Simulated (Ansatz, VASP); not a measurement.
# One calculation of Cu, two programs

```
Cu
1.0
     0.00000    1.99548    1.99548
     1.99548    0.00000    1.99548
     1.99548    1.99548    0.00000
Cu
1
Direct
  0.00000 0.00000 0.00000
```

Alike in both runs: task single point; functional PBEsol; k mesh 18 × 18 × 18; occupations gaussian, width 0.1 eV; no spin polarisation.

|  | VASP | Ansatz |
| --- | --- | --- |
| version | VASP 6.6.1 | Ansatz 0.2.0 |
| potentials or method | VASP PAW PBE potentials, release 64 (Cu) | scalar-relativistic, plane waves, PAW |
| plane-wave cutoff (eV) | 520 | 420 |
| valence electrons in the cell | 11 | 19 |

Ansatz gave:

```
gap on the k mesh at the Fermi level (eV) : none
pressure (GPa)                            : -24.2
```

Which values does VASP return?

gap on the k mesh at the Fermi level (eV): none; pressure (GPa): -23.7.

A gap of «none» marks a metal or a gap that the smearing closes. The two sets of potentials don't hold the same shells in valence.

Caveats: so large a pressure means that the cell lies far from this level's equilibrium, or that cutoff or potentials fall short (VASP); the potentials were made for another functional, which shifts forces and pressure (VASP).
